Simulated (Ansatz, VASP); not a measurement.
# Al2O3 (Corundum): VASP beside Ansatz, part 2 of 2

Aim: how closely do two programs agree when they are given the same cell, functional and k mesh? The cell is taken from a series of runs on this material, whose earlier steps may have relaxed, scaled, displaced or heated it; both programs get it as it stands.

VASP 6.6.1 and Ansatz 0.2.0.

So far: Set-up; Ansatz: dielectric response, PBE.

## (3) VASP: dielectric response, PBE

Level of this step: PBE; plane waves and PAW (Al, O) (VASP).

The same cell, functional and mesh now go to VASP, with its own data sets.

Lines of VASP's logs that name or quote its potential files are left out, and so is its time.

INCAR

```
SYSTEM = Al2O3
PREC = Accurate
ENCUT = 520
EDIFF = 1E-08
NELM = 120
ISMEAR = 0
SIGMA = 0.01
LREAL = .FALSE.
ALGO = Normal
GGA = PE
NBANDS = 34
LORBIT = 11
LWAVE = .FALSE.
LCHARG = .FALSE.
ISIF = 2
LEPSILON = .TRUE.
LASPH = .TRUE.
GGA_COMPAT = .FALSE.
EFERMI = MIDGAP
KPAR = 2
```

POSCAR

```
Al2O3
1.0
    2.4043547650      1.3881548708      4.3744982336
   -2.4043547650      1.3881548708      4.3744982336
    0.0000000000     -2.7763097416      4.3744982335
Al O
4 6
Direct
    0.3521453627      0.3521453627      0.3521453627
    0.1478546373      0.1478546373      0.1478546373
    0.6478546373      0.6478546373      0.6478546373
    0.8521453627      0.8521453627      0.8521453627
    0.5561715094      0.9438284906      0.2500000000
    0.2500000000      0.5561715094      0.9438284906
    0.9438284906      0.2500000000      0.5561715094
    0.4438284906      0.0561715094      0.7500000000
    0.7500000000      0.4438284906      0.0561715094
    0.0561715094      0.7500000000      0.4438284906
```

KPOINTS

```
Automatic mesh
0
Gamma
6 6 6
0 0 0
```

Potentials, in the order of the species: Al and O (PBE family, release 64).

The run is started by

```console
> mpirun -np 2 vasp_std
```

Numbers of over 12 decimals in the logs are rounded to 6 here.

Log:

```text
[banner, memory and clock lines left out]
running    2 mpi-ranks, on    1 nodes
 distrk:  each k-point on    1 cores,    2 groups
 distr:  one band on    1 cores,    1 groups

 POSCAR found type information on POSCAR AlO
 POSCAR found :  2 types and      10 ions
 LDA part: xc-table for (Slater+PW92), standard interpolation
 POSCAR, INCAR and KPOINTS ok, starting setup
 FFT: planning ... GRIDC
 FFT: planning ... GRID_SOFT
 FFT: planning ... GRID
 WAVECAR not read
 entering main loop
       N       E                     dE             d eps       ncg     rms          rms(c)
DAV:   1     0.230926771824E+03    0.23093E+03   -0.25191E+04  2176   0.134E+03
DAV:   2    -0.693945363553E+02   -0.30032E+03   -0.28856E+03  2812   0.288E+02
DAV:   3    -0.826815117746E+02   -0.13287E+02   -0.13238E+02  2790   0.626E+01
DAV:   4    -0.827856147714E+02   -0.10410E+00   -0.10404E+00  2712   0.642E+00
DAV:   5    -0.827868940511E+02   -0.12793E-02   -0.12791E-02  2738   0.711E-01    0.174E+01
DAV:   6    -0.747395958962E+02    0.80473E+01   -0.29851E+01  2648   0.292E+01    0.590E+00
DAV:   7    -0.747899562604E+02   -0.50360E-01   -0.87398E-01  2638   0.463E+00    0.326E+00
DAV:   8    -0.748077258347E+02   -0.17770E-01   -0.90246E-02  2616   0.232E+00    0.687E-01
DAV:   9    -0.748115758930E+02   -0.38501E-02   -0.22336E-02  2774   0.816E-01    0.311E-01
DAV:  10    -0.748122447303E+02   -0.66884E-03   -0.83923E-04  2464   0.176E-01    0.732E-02
DAV:  11    -0.748122033244E+02    0.41406E-04   -0.39070E-04  2706   0.112E-01    0.221E-02
DAV:  12    -0.748122063193E+02   -0.29950E-05   -0.23144E-05  2578   0.289E-02    0.622E-03
DAV:  13    -0.748122056880E+02    0.63130E-06   -0.40813E-06  2710   0.111E-02    0.126E-03
DAV:  14    -0.748122055562E+02    0.13184E-06   -0.19231E-07  2444   0.269E-03    0.678E-04
DAV:  15    -0.748122056368E+02   -0.80643E-07   -0.72044E-09  2014   0.589E-04    0.309E-04
DAV:  16    -0.748122056771E+02   -0.40302E-07   -0.96846E-10  1422   0.197E-04    0.587E-05
DAV:  17    -0.748122056755E+02    0.15980E-08   -0.66675E-10  1300   0.140E-04
   1 F= -.74812206E+02 E0= -.74812206E+02  d E =0.000000E+00
 Linear response reoptimize wavefunctions to high precision
DAV:   1    -0.748122056750E+02    0.54570E-09   -0.62789E-11  1308   0.435E-05
DAV:   2    -0.748122056749E+02    0.12915E-09   -0.81369E-13  1296   0.132E-05
DAV:   3    -0.748122056749E+02    0.18190E-11    0.33895E-12  1288   0.595E-06
 Linear response G [H, r] |phi>, progress :
  Direction:   1
       N       E                     dE             d eps       ncg     rms
RMM:   1    -0.194820046656E+03   -0.19482E+03    0.14285E+02  5025   0.927E+01
RMM:   2    -0.171644942588E+03    0.23175E+02   -0.10082E+01  3788   0.176E+01
RMM:   3    -0.171689650651E+03   -0.44708E-01   -0.12271E-01  3942   0.190E+00
RMM:   4    -0.171691423536E+03   -0.17729E-02   -0.27081E-03  4080   0.282E-01
RMM:   5    -0.171691448243E+03   -0.24707E-04    0.70684E-05  4134   0.510E-02
RMM:   6    -0.171691444395E+03    0.38478E-05    0.19248E-04  4204   0.164E-02
RMM:   7    -0.171691444048E+03    0.34721E-06    0.19576E-04  4213   0.114E-02
RMM:   8    -0.171691444023E+03    0.24706E-07    0.20902E-04  4222   0.108E-02
RMM:   9    -0.171691444145E+03   -0.12201E-06    0.23295E-04  3786   0.107E-02
RMM:  10    -0.171691444895E+03   -0.74960E-06    0.39380E-04  3522   0.107E-02
 Linear response G [H, r] |phi>, progress :
  Direction:   2
       N       E                     dE             d eps       ncg     rms
RMM:   1    -0.196101215041E+03   -0.19610E+03    0.14060E+02  5010   0.930E+01
RMM:   2    -0.173542997140E+03    0.22558E+02   -0.99824E+00  3777   0.177E+01
RMM:   3    -0.173590644263E+03   -0.47647E-01   -0.11945E-01  3929   0.189E+00
RMM:   4    -0.173592415863E+03   -0.17716E-02   -0.28288E-03  4087   0.281E-01
RMM:   5    -0.173592448182E+03   -0.32319E-04   -0.13808E-04  4140   0.500E-02
RMM:   6    -0.173592451351E+03   -0.31691E-05   -0.89378E-05  4208   0.157E-02
RMM:   7    -0.173592450434E+03    0.91744E-06   -0.74888E-05  4216   0.107E-02
RMM:   8    -0.173592450238E+03    0.19548E-06   -0.62129E-05  4236   0.101E-02
RMM:   9    -0.173592450296E+03   -0.57926E-07    0.60116E-06  3790   0.997E-03
RMM:  10    -0.173592450531E+03   -0.23441E-06    0.28097E-04  3521   0.998E-03
 Linear response G [H, r] |phi>, progress :
  Direction:   3
       N       E                     dE             d eps       ncg     rms
RMM:   1    -0.194505050960E+03   -0.19451E+03    0.14007E+02  4888   0.929E+01
RMM:   2    -0.172598038248E+03    0.21907E+02   -0.92700E+00  3810   0.169E+01
RMM:   3    -0.172640854996E+03   -0.42817E-01   -0.10981E-01  3872   0.181E+00
RMM:   4    -0.172642518189E+03   -0.16632E-02   -0.20263E-03  4008   0.259E-01
RMM:   5    -0.172642544738E+03   -0.26549E-04    0.19282E-04  4071   0.476E-02
RMM:   6    -0.172642542709E+03    0.20290E-05    0.28573E-04  4145   0.157E-02
RMM:   7    -0.172642542686E+03    0.22388E-07    0.28827E-04  4162   0.111E-02
RMM:   8    -0.172642542560E+03    0.12581E-06    0.28952E-04  4065   0.104E-02
RMM:   9    -0.172642542250E+03    0.31019E-06    0.27506E-04  3625   0.103E-02
RMM:  10    -0.172642543298E+03   -0.10480E-05    0.30386E-04  3369   0.103E-02
 Linear response to external field (no local field effect), progress :
  Direction:   1
[...]
dielectric tensor                  component  1 :     3.306    -0.039    -0.052
 Linear response to external field (no local field effect), progress :
  Direction:   2
       N       E                     dE             d eps       ncg     rms          rms(c)
RMM:   1    -0.576402508718E+00   -0.57640E+00   -0.15812E+00  4057   0.288E+00
RMM:   2    -0.577434347312E+00   -0.10318E-02   -0.10041E-02  3688   0.438E-01
RMM:   3    -0.577576281597E+00   -0.14193E-03   -0.15707E-04  3902   0.528E-02
RMM:   4    -0.577579521050E+00   -0.32395E-05   -0.42175E-06  4040   0.804E-03
RMM:   5    -0.577579594246E+00   -0.73197E-07   -0.35356E-07  4014   0.173E-03
RMM:   6    -0.577579597023E+00   -0.27762E-08   -0.23129E-07  3728   0.687E-04
RMM:   7    -0.577579597028E+00   -0.52869E-11   -0.22617E-07  3191   0.548E-04
RMM:   8    -0.577579597024E+00    0.36049E-11   -0.22537E-07  2785   0.532E-04
RMM:   9    -0.577579597026E+00   -0.20565E-11   -0.22923E-07  2756   0.532E-04
RMM:  10    -0.577579596995E+00    0.31487E-10   -0.24067E-07  2770   0.532E-04
 change of polarisation eV/A/(eV/A) component  2 :    -0.019     1.155    -0.071
 dielectric tensor                  component  2 :    -0.039     3.386    -0.148
 Linear response to external field (no local field effect), progress :
  Direction:   3
       N       E                     dE             d eps       ncg     rms          rms(c)
RMM:   1    -0.556605238624E+00   -0.55661E+00   -0.15102E+00  4053   0.284E+00
RMM:   2    -0.557483032725E+00   -0.87779E-03   -0.92117E-03  3701   0.418E-01
RMM:   3    -0.557620209272E+00   -0.13718E-03   -0.14666E-04  3893   0.512E-02
RMM:   4    -0.557623255233E+00   -0.30460E-05   -0.41185E-06  4024   0.766E-03
RMM:   5    -0.557623329737E+00   -0.74504E-07   -0.38028E-07  3981   0.168E-03
RMM:   6    -0.557623333208E+00   -0.34715E-08   -0.27591E-07  3706   0.700E-04
RMM:   7    -0.557623333076E+00    0.13253E-09   -0.26972E-07  3036   0.573E-04
RMM:   8    -0.557623333073E+00    0.23560E-11   -0.27108E-07  2755   0.560E-04
RMM:   9    -0.557623332756E+00    0.31718E-09   -0.26931E-07  2727   0.560E-04
RMM:  10    -0.557623332756E+00   -0.71165E-13   -0.42251E-07  2732   0.560E-04
 change of polarisation eV/A/(eV/A) component  3 :    -0.025    -0.071     1.115
 dielectric tensor                  component  3 :    -0.052    -0.148     3.304
 Linear response to external field, progress :
  Direction:   1
       N       E                     dE             d eps       ncg     rms          rms(c)
RMM:   1    -0.566576920751E+00   -0.56658E+00   -0.15478E+00  8626   0.287E+00
RMM:   2    -0.567730047865E+00   -0.11531E-02   -0.98928E-03  7857   0.436E-01    0.121E+00
RMM:   3    -0.562610867932E+00    0.51192E-02   -0.88036E-03  8039   0.485E-01    0.732E-01
RMM:   4    -0.594025050501E+00   -0.31414E-01   -0.11315E-02  8460   0.586E-01    0.105E-01
RMM:   5    -0.600264970085E+00   -0.62399E-02   -0.20589E-04  8580   0.793E-02    0.443E-02
RMM:   6    -0.602106197338E+00   -0.18412E-02   -0.88494E-05  8242   0.500E-02    0.706E-03
RMM:   7    -0.602474522512E+00   -0.36833E-03   -0.33734E-06  8800   0.110E-02    0.386E-03
RMM:   8    -0.602569545359E+00   -0.95023E-04   -0.35327E-07  8715   0.414E-03    0.356E-04
RMM:   9    -0.602568082595E+00    0.14628E-05    0.87649E-07  8827   0.944E-04    0.165E-04
RMM:  10    -0.602570182703E+00   -0.21001E-05    0.37976E-06  8564   0.701E-04    0.327E-05
RMM:  11    -0.602569764326E+00    0.41838E-06    0.43608E-06  7445   0.549E-04    0.134E-05
RMM:  12    -0.602569721060E+00    0.43266E-07    0.34391E-06  6313   0.535E-04    0.283E-06
 change of polarisation eV/A/(eV/A) component  1 :     1.101    -0.018    -0.047
 dielectric tensor                  component  1 :     3.274    -0.037    -0.098
 Linear response to external field, progress :
  Direction:   2
       N       E                     dE             d eps       ncg     rms          rms(c)
RMM:   1    -0.566516449022E+00   -0.56652E+00   -0.15472E+00  8634   0.287E+00
RMM:   2    -0.567730123231E+00   -0.12137E-02   -0.98606E-03  7869   0.435E-01    0.121E+00
RMM:   3    -0.562612058390E+00    0.51181E-02   -0.88102E-03  8036   0.485E-01    0.732E-01
RMM:   4    -0.594027513332E+00   -0.31415E-01   -0.11319E-02  8457   0.586E-01    0.105E-01
RMM:   5    -0.600265856353E+00   -0.62383E-02   -0.20577E-04  8568   0.792E-02    0.443E-02
RMM:   6    -0.602105680278E+00   -0.18398E-02   -0.88647E-05  8226   0.500E-02    0.706E-03
RMM:   7    -0.602476942980E+00   -0.37126E-03   -0.35336E-06  8798   0.110E-02    0.385E-03
RMM:   8    -0.602569673309E+00   -0.92730E-04   -0.65188E-07  8732   0.413E-03    0.356E-04
RMM:   9    -0.602568191384E+00    0.14819E-05    0.19266E-08  8824   0.945E-04    0.165E-04
RMM:  10    -0.602570275319E+00   -0.20839E-05    0.76386E-07  8565   0.702E-04    0.329E-05
RMM:  11    -0.602569859401E+00    0.41592E-06   -0.80198E-07  7477   0.550E-04    0.144E-05
RMM:  12    -0.602569817057E+00    0.42344E-07   -0.71337E-07  6349   0.537E-04    0.153E-06
 change of polarisation eV/A/(eV/A) component  2 :    -0.018     1.101     0.000
 dielectric tensor                  component  2 :    -0.037     3.274     0.000
 Linear response to external field, progress :
  Direction:   3
       N       E                     dE             d eps       ncg     rms          rms(c)
RMM:   1    -0.556605238624E+00   -0.55661E+00   -0.15102E+00  4053   0.284E+00
RMM:   2    -0.557483034457E+00   -0.87780E-03   -0.92119E-03  3701   0.418E-01    0.120E+00
RMM:   3    -0.553730264223E+00    0.37528E-02   -0.67750E-03  3790   0.444E-01    0.727E-01
RMM:   4    -0.589148348670E+00   -0.35418E-01   -0.12528E-02  3960   0.611E-01    0.764E-02
RMM:   5    -0.592496413286E+00   -0.33481E-02   -0.17510E-04  3843   0.770E-02    0.122E-02
RMM:   6    -0.592975788105E+00   -0.47937E-03   -0.53412E-06  4077   0.144E-02    0.521E-03
RMM:   7    -0.593203804292E+00   -0.22802E-03   -0.13759E-06  4036   0.655E-03    0.627E-04
RMM:   8    -0.593220316086E+00   -0.16512E-04   -0.27813E-07  4066   0.103E-03    0.262E-04
RMM:   9    -0.593221326939E+00   -0.10109E-05   -0.26658E-07  4065   0.812E-04    0.506E-05
RMM:  10    -0.593220883268E+00    0.44367E-06   -0.27101E-07  3543   0.568E-04    0.161E-05
RMM:  11    -0.593221241278E+00   -0.35801E-06   -0.45215E-07  2744   0.536E-04    0.311E-06
 change of polarisation eV/A/(eV/A) component  3 :    -0.026    -0.072     1.084
 dielectric tensor                  component  3 :    -0.053    -0.148     3.240
 Born effective charges drift removed
```

Parts of OUTCAR (step 3):

```text
ion  position               nearest neighbor table
   1  0.352  0.352  0.352-   8 1.87  10 1.87   9 1.87   6 1.99   5 1.99   7 1.99   2 2.68   3 2.82
                             3 2.82   3 2.82   2 3.25   2 3.25   2 3.25
   2  0.148  0.148  0.148-   8 1.87   9 1.87  10 1.87   7 1.99   5 1.99   6 1.99   1 2.68   4 2.82
                             4 2.82   4 2.82   1 3.25   1 3.25   1 3.25
   3  0.648  0.648  0.648-   5 1.87   7 1.87   6 1.87   9 1.99   8 1.99  10 1.99   4 2.68   1 2.82
                             1 2.82   1 2.82   4 3.25   4 3.25   4 3.25
   4  0.852  0.852  0.852-   5 1.87   6 1.87   7 1.87  10 1.99   8 1.99   9 1.99   3 2.68   2 2.82
                             2 2.82   2 2.82   3 3.25   3 3.25   3 3.25
   5  0.556  0.944  0.250-   3 1.87   4 1.87   1 1.99   2 1.99
   6  0.250  0.556  0.944-   4 1.87   3 1.87   1 1.99   2 1.99
   7  0.944  0.250  0.556-   3 1.87   4 1.87   2 1.99   1 1.99
   8  0.444  0.056  0.750-   1 1.87   2 1.87   3 1.99   4 1.99
   9  0.750  0.444  0.056-   2 1.87   1 1.87   3 1.99   4 1.99
  10  0.056  0.750  0.444-   1 1.87   2 1.87   4 1.99   3 1.99

  LATTYP: Found a trigonal (rhomboedric) cell.
 ALAT       =     5.1811321714
 COS(alpha) =     0.5692971453

 Subroutine GETGRP returns: Found 12 space group operations
 (whereof  6 operations were pure point group operations)

The static configuration has the point symmetry S_6 .
 The point group associated with its full space group is D_3d.

 Found     32 irreducible k-points:

   k-points           NKPTS =     32   k-points in BZ     NKDIM =     32   number of bands    NBANDS=     34

   dimension x,y,z NGX =    40 NGY =   40 NGZ =   40
   dimension x,y,z NGXF=    80 NGYF=   80 NGZF=   80

   ENCUT  =  520.0 eV  38.22 Ry    6.18 a.u.   9.63  9.63  9.63*2*pi/ulx,y,z

   NELECT =      48.0000    total number of electrons

 k-points in reciprocal lattice and weights: Automatic mesh
   0.00000000  0.00000000  0.00000000       0.005
   0.16666667 -0.00000000  0.00000000       0.028
   0.33333333  0.00000000  0.00000000       0.028
   0.50000000  0.00000000 -0.00000000       0.014
   0.16666667  0.16666667  0.00000000       0.028
   0.33333333  0.16666667 -0.00000000       0.056
   0.50000000  0.16666667  0.00000000       0.056
  -0.33333333  0.16666667  0.00000000       0.056
  -0.16666667  0.16666667  0.00000000       0.028
[...]
-0.33333333  0.50000000  0.33333333       0.028
   0.50000000  0.50000000  0.50000000       0.005

 average (electrostatic) potential at core
       1 -71.9138       2 -71.9138       3 -71.9138       4 -71.9138       5 -67.3593
       6 -67.3593       7 -67.3593       8 -67.3593       9 -67.3593      10 -67.3593

  Total       -0.0750135     -0.0750135     -0.0925535     -0.0000000     -0.0000000      0.0000000
  in kB       -1.3719373     -1.3719373     -1.6927285     -0.0000000     -0.0000000      0.0000000
  external PRESSURE =      -1.4788677 kB  Pullay stress =       0.0000000 kB

  energy-cutoff  :      520.00
  volume of cell :       87.60
      direct lattice vectors                 reciprocal lattice vectors
     2.404354765  1.388154871  4.374498234     0.207956000  0.120063453  0.076199215
    -2.404354765  1.388154871  4.374498234    -0.207956000  0.120063453  0.076199215
     0.000000000 -2.776309742  4.374498233     0.000000000 -0.240126905  0.076199215

 POSITION                                       TOTAL-FORCE (eV/Angst)
 -----------------------------------------------------------------------------------
      0.00000      0.00000      4.62138         0.000000     -0.000000      0.004214
      0.00000      0.00000      1.94037         0.000000     -0.000000     -0.004214
      0.00000      0.00000      8.50212         0.000000      0.000000     -0.004214
      0.00000      0.00000     11.18313         0.000000     -0.000000      0.004214
     -0.93206      1.38815      7.65537        -0.000253     -0.000000     -0.000000
     -0.73614     -1.50127      7.65537         0.000127     -0.000219     -0.000000
      1.66821      0.11311      7.65537         0.000127      0.000219      0.000000
      0.93206     -1.38815      5.46812         0.000253     -0.000000     -0.000000
      0.73614      1.50127      5.46812        -0.000127      0.000219      0.000000
     -1.66821     -0.11311      5.46812        -0.000127     -0.000219     -0.000000
 -----------------------------------------------------------------------------------
    total drift:                                0.000000     -0.000000      0.000000

 MACROSCOPIC STATIC DIELECTRIC TENSOR (including local field effects in DFT)
 ------------------------------------------------------
           3.273528     0.000000     0.000000
          -0.000000     3.273528     0.000000
           0.000000     0.000000     3.239528
 ------------------------------------------------------

 PIEZOELECTRIC TENSOR (including local field effects)  for field in x, y, z        (C/m^2)
          XX          YY          ZZ          XY          YZ          ZX
  --------------------------------------------------------------------------------
  x     0.00000     0.00000     0.00000     0.00000     0.00000     0.00000
  y     0.00000     0.00000     0.00000     0.00000     0.00000     0.00000
  z     0.00000     0.00000     0.00000     0.00000     0.00000     0.00000

 BORN EFFECTIVE CHARGES (including local field effects) (in |e|, cummulative output)
 ---------------------------------------------------------------------------------
 ion    1
    1     2.97991    -0.03461    -0.00000
    2     0.03461     2.97991     0.00000
    3     0.00000     0.00000     2.95141
 ion    2
    1     2.97991     0.03461     0.00000
    2    -0.03461     2.97991     0.00000
    3    -0.00000     0.00000     2.95141
 ion    3
    1     2.97991    -0.03461    -0.00000
    2     0.03461     2.97991     0.00000
    3     0.00000     0.00000     2.95141
 ion    4
    1     2.97991     0.03461     0.00000
    2    -0.03461     2.97991     0.00000
    3    -0.00000     0.00000     2.95141
 ion    5
    1    -2.08635     0.00000     0.00000
    2     0.00000    -1.88686     0.26615
    3     0.00000     0.36312    -1.96761
 ion    6
    1    -1.93674     0.08638    -0.23049
    2     0.08638    -2.03648    -0.13308
    3    -0.31447    -0.18156    -1.96761
 ion    7
    1    -1.93674    -0.08638     0.23049
    2    -0.08638    -2.03648    -0.13308
    3     0.31447    -0.18156    -1.96761
 ion    8
    1    -2.08635     0.00000     0.00000
    2     0.00000    -1.88686     0.26615
    3     0.00000     0.36312    -1.96761
 ion    9
    1    -1.93674     0.08638    -0.23049
    2     0.08638    -2.03648    -0.13308
    3    -0.31447    -0.18156    -1.96761
 ion   10
    1    -1.93674    -0.08638     0.23049
    2    -0.08638    -2.03648    -0.13308
    3     0.31447    -0.18156    -1.96761
```

## (4) Differences

Known differences besides the potentials themselves: fixed occupations in Ansatz, narrow Gaussian smearing in VASP; the cutoff is 420 eV in Ansatz and 520 eV in VASP. Total energies have different zeros and are not compared.

Compared:

```tsv
quantity	Ansatz	VASP	difference
ε∞ xx	3.29	3.27	+0.37 %
ε∞ yy	3.29	3.27	+0.37 %
ε∞ zz	3.25	3.24	+0.37 %
Born charge of Al1 (mean of the diagonal) (e)	2.99	2.97	+0.02
Born charge of O5 (mean of the diagonal) (e)	-1.99	-1.98	-0.01
```

## (5) Results

| Quantity | Value |
| --- | --- |
| difference in ε∞ zz (dielectric response, PBE) | 0.37 % |

The difference in ε∞ zz is 0.37 % (dielectric response, PBE), within the 5 % picked in this series as the mark of a large difference. How closely two codes agree says nothing of how well the functional describes the real material.

[Lines on the potential files, build, host, timing and source positions are cut from VASP's logs without a mark.]

[Logs are printed without paths, hosts, clocks, repeated set-up lines and the standing remarks that a program may print on its own settings, such as how far it seeks lower states.]

[Hosts, paths, dates, database ids (printed as entryN), source tags and the programs' standing remarks are cut or masked in the printed files.]
